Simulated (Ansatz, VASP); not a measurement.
Given: the input of a run of Ansatz 0.2.0 on Si.

The input input.yaml:

```yaml
crystal:
  lattice:
    - [0.0, 2.7576691254, 2.7576691254]
    - [2.7576691254, 0.0, 2.7576691254]
    - [2.7576691254, 2.7576691254, 0.0]
  atoms:
    - { symbol: Si, position: [0.5, 0.5, 0.5] }
    - { symbol: Si, position: [0.75, 0.75, 0.75] }
kpoints:
  mp_grid: { grid: [8, 8, 8] }
scf:
  occupations: { method: fermi_dirac, width: 0.05 }
hamiltonian:
  xc: pbesol
  pseudopotentials: { kind: all_electron, lapw: { basis_error: 0.0005 } }
output:
  forces: true
  stress: true
  eigenvalues: true
```

Potentials or basis: all-electron LAPW, scalar-relativistic.

Run with:

```console
$ ansatz run input.yaml --threads 1 --pin off --max-ram 3072MiB --backend cpu --events-out ev --progress --plain --runs-dir out
```

Translate it to VASP 6.6.1. Potentials there: VASP PAW PBE potentials, release 64 (Si).

As run (the cutoff follows the program's own potentials):

File INCAR:

```
ALGO = Normal
EDIFF = 1E-6
ENCUT = 520
GGA = PS
ISIF = 2
ISMEAR = -1
LASPH = T
LCHARG = T
LELF = T
LREAL = F
LVHAR = T
LWAVE = F
NBANDS = 11
NELM = 60
PREC = Accurate
SIGMA = 0.05
```

Contents of KPOINTS:

```
k-points
0
Gamma
  8 8 8
```

File POSCAR:

```
Si
1.0
    0.0000000000      2.7576691254      2.7576691254
    2.7576691254      0.0000000000      2.7576691254
    2.7576691254      2.7576691254      0.0000000000
Si
2
Direct
    0.5000000000      0.5000000000      0.5000000000
    0.7500000000      0.7500000000      0.7500000000
```

Potentials or basis: VASP PAW PBE potentials, release 64 (Si).

Command:

```sh
$ cat potpaw_PBE.64/Si/POTCAR > POTCAR
$ mpirun -np 1 vasp_std > vasp.out
```

Both were run:

|  | VASP | Ansatz | Ansatz less VASP |
| --- | --- | --- | --- |
| gap on the k mesh at the Fermi level (eV) | 0.58 | 0.58 | +0.007 |
| least direct gap on the mesh (eV) | 2.47 | 2.46 | -0.001 |
| pressure (GPa) | -3.7 | -3.9 | -0.13 |

Ansatz ran all-electron here, so the differences hold the error of VASP's frozen core and of both bases.

Caveats: the PAW data sets were made with another functional, which shifts forces and pressure a little (VASP). A k mesh can miss the band edges.
